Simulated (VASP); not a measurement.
Wanted: the native input for a VASP 6.6.1 run.

| Property | Result |
| --- | --- |
| Task | band structure |
| Functional | PBE |
| Potentials or basis | VASP PAW PBE potentials, release 64 (Sn_d, S) |
| Cutoff | 520 eV |
| k mesh | 2 × 6 × 6 |
| Occupations | gaussian, width 0.03 eV |
| Spin | spin-orbit coupling, no magnetisation |
| Further INCAR settings | ALGO = Fast; EDIFF = 1e-06 |

The structure of SnS lies in POSCAR:

```
SnS                                     
1.0
   11.1022381053      0.0000000000      0.0000000000
    0.0000000000      3.9856084138     -0.0000000000
    0.0000000000      0.0000000000      4.2298611247
  Sn              S             
     4     4
Direct
     0.1185162781974909    0.2500000000000000    0.1099914101621251
     0.3814837218025092    0.7500000000000000    0.6099914101621250
     0.6185162781974910    0.2500000000000000    0.3900085898378749
     0.8814837218025090    0.7500000000000000    0.8900085898378750
     0.8532534565978834    0.2500000000000000    0.4743738979948287
     0.6467465434021166    0.7500000000000000    0.9743738979948288
     0.3532534565978835    0.2500000000000000    0.0256261020051713
     0.1467465434021167    0.7500000000000000    0.5256261020051712
```

The input as run:

INCAR

```
  PREC = Accurate
  ENCUT = 520
  EDIFF = 1E-6
  ISMEAR = 0
  SIGMA = 0.03
  LREAL = F
  LASPH = T
  NELM = 80
  ALGO = Fast
  ISIF = 2
  LWAVE = F
  LCHARG = F
  MAGMOM = 0 0 0 0 0 0 0 0 0 0 0 0 0 0 0 0 0 0 0 0 0 0 0 0
  LORBIT = 11
  LSORBIT = T
  GGA_COMPAT = F
  GGA = PE
  KPAR = 2
```

KPOINTS

```
regular mesh
0
Gamma
  2 6 6
```

KPOINTS_OPT

```
explicit points
198
Reciprocal
 0.0000000000  0.0000000000  0.0000000000 1
 0.0000000000  0.0555555556  0.0000000000 1
 0.0000000000  0.1111111111  0.0000000000 1
 0.0000000000  0.1666666667  0.0000000000 1
 0.0000000000  0.2222222222  0.0000000000 1
 0.0000000000  0.2777777778  0.0000000000 1
[... 190 lines left out ...]
 0.0000000000  0.5000000000  0.0241422100 1
 0.0000000000  0.5000000000 -0.0241422100 1
```

Potentials or basis: VASP PAW PBE potentials, release 64 (Sn_d, S).

Command:

```sh
$ cat potpaw_PBE.64/Sn_d/POTCAR potpaw_PBE.64/S/POTCAR > POTCAR
$ mpirun -np 2 vasp_ncl > vasp.out
```

Results of the run:

| Property | Result |
| --- | --- |
| Pressure | 3.3 GPa |
| Largest force | 0.049 eV/Å |
| Valence electrons inside the program's atomic spheres | Sn 12.11; S 3.70 |

Run time: 30 min on 2 MPI ranks on AMD EPYC 9R45 96-Core Processor (Zen 5) (shared host), peak memory 1.4 GiB a rank.
